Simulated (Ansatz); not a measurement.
# SiC2: balancing the decomposition

These are results of Ansatz, DFT PBE, scalar-relativistic, plane waves, PAW, not measurements. Settings: cutoff 420 eV, Γ-centred meshes spaced at most about 0.3 Å⁻¹ (2π included), Gaussian smearing. No spin polarisation.

The zero of energy is the elements' standard structures at the same level; no fitted shifts are applied.

Temperature and zero-point effects are left out. The reference form of C is held partly by dispersion forces, which this level lacks.

A trial structure of SiC2 (reached from: Si and C ordered on diamond sites; relaxed: space group P-3m1 (No. 164), a = 2.948 Å, c = 7.263 Å) has a formation energy of 0.446 eV/atom. It holds C–C pairs (shortest 1.60 Å). At its composition the lowest mixture among the elements and 1 reference phase computed alike (others may be missing) consists of these:

```csv
phase,source,ΔE_f (eV/atom)
C (solid),element,0.000
SiC (P6_3mc),Materials Project,-0.204
```

Q: Write the balanced decomposition and find its energy per atom, per formula unit and per mole of formula units.

A: Balancing Si and C gives SiC2 → C + SiC. The left side holds 3 atoms, and the products take 1/3 (C) and 2/3 (SiC) of them. The mixture therefore lies at 1/3 × (0.000) + 2/3 × (-0.204) = -0.136 eV/atom. The reaction energy is -0.136 − (0.446) = -0.582 eV/atom. Times 3 atoms that is -1.746 eV per SiC2, and times 96.485 it is -168 kJ per mole of SiC2. Decomposition is downhill, so the trial structure is unstable against this mixture.
